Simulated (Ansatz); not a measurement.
BaTe in the antiNiAs structure

The computed numbers are results of PBE, scalar-relativistic (no spin polarisation) in the plane-wave PAW code Ansatz at 420 eV, Γ-centred 8×8×6 mesh, 0.05 eV Gaussian smearing. The datasets are Ansatz's generated set soft_2.

```xyz
4
Lattice="4.8488 0.0000 0.0000 -2.4244 4.1992 0.0000 0.0000 0.0000 8.6002" Properties=species:S:1:pos:R:3 pbc="T T T"
Ba    0.0000    2.7995    2.1500
Ba    2.4244    1.3997    6.4501
Te    0.0000    0.0000    0.0000
Te    0.0000    0.0000    4.3001
```

This is a trial structure: the heavier alkaline earths' oxides and chalcogenides take the rock-salt structure.

The run above is the reference. The same cell was run again with other input settings; several of them aren't fit for production, so the rows show the settings' effect and aren't properties of the material.

```tsv
keys changed	outcome	ΔE (meV/atom)	P (GPa)	gap on the mesh (eV)	cell moment (μB)	largest force component (eV/Å)	SCF iterations	rough core-seconds	new warnings
none (reference)	converged	0.0	0.0	1.36	–	0.000	–	–	–
kpoints.mp_grid.grid: [8, 8, 6] → [12, 12, 9]	converged	0.0	0.0	1.36	–	0.000	7	28	–
scf.algorithm: "direct_min"; scf.convergence.dr2_threshold: 1e-05; scf.occupations.width: 0.05 → 0.005	converged	0.0	0.0	1.36	–	0.000	4	30	force scf threshold loose; stress scf threshold loose
```

ΔE is the energy with the smearing extrapolated to zero. It is left out where the change alters the Hamiltonian or the spin treatment. The varied runs start from atomic densities (corrected by the program's trained start where that serves), with the default search for lower states unless a row changes it.

Task: What happens with these changes: basis.ecutwfc: 420 → "14.7 Ry"?

Result: outcome converged, ΔE (meV/atom) 3995.7, P (GPa) -0.3, gap on the mesh (eV) 1.40, largest force component (eV/Å) 0.000, SCF iterations 6, rough core-seconds 4, new warnings cutoff below recommended.

6 further runs (cut off, refused for memory, with changed atoms or starts, or in doubt) are left out.

Of the reference: Kohn–Sham gaps of semilocal functionals lie under measured ones, often by a third or more. Scalar-relativistic only: spin–orbit splittings of the heavy atoms' levels are missing.
